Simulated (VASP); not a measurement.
Runs of VASP 6.6.1 on Te. The structure is trigonal, space group P3_121 (No. 152). The conventional cell has a = 4.454 Å, b = 4.454 Å, c = 5.924 Å, α = 90.00°, β = 90.00°, γ = 120.00°. Around Te (site symmetry 2) lie 2 Te at 2.86 Å. 

| task | level | spin | screening parameter | exchange at q = 0 | share of exact exchange | gap on the mesh (eV) | pressure (GPa) | largest force (eV/Å) |
| --- | --- | --- | --- | --- | --- | --- | --- | --- |
| single point | HSE06 | SOC, no magnetisation | 0.2 1/A | - | - | - | -0.5 | (a) |
| band structure | PBE0 | off | - | truncated | - | 1.10 | -0.8 | 0.43 |
| band structure | HSE03 | off | - | - | - | (b) | -0.5 | 0.24 |
| band structure | HSE06 | off | 0.2 1/A | - | - | 0.59 | -0.8 | 0.33 |
| band structure | r2SCAN-EpsX | off | - | truncated | 0.0214 | 0.40 | 0.8 | 0.11 |

Alike in all rows: potentials or basis VASP PAW PBE potentials, release 64 (Te); cell as given; k mesh 6 × 6 × 4; cutoff (eV) 520; smearing gaussian 0.02 eV.

Q: Fill in the values left out.

A: (a) 0.29; (b) 0.47.

Caveats: the PAW data sets were made with another functional, which shifts forces and pressure a little; spin-orbit coupling is left out, which moves the levels of the heavy elements (some runs).

A k mesh can miss the band edges, and rows without SOC leave out spin-orbit coupling on Te.
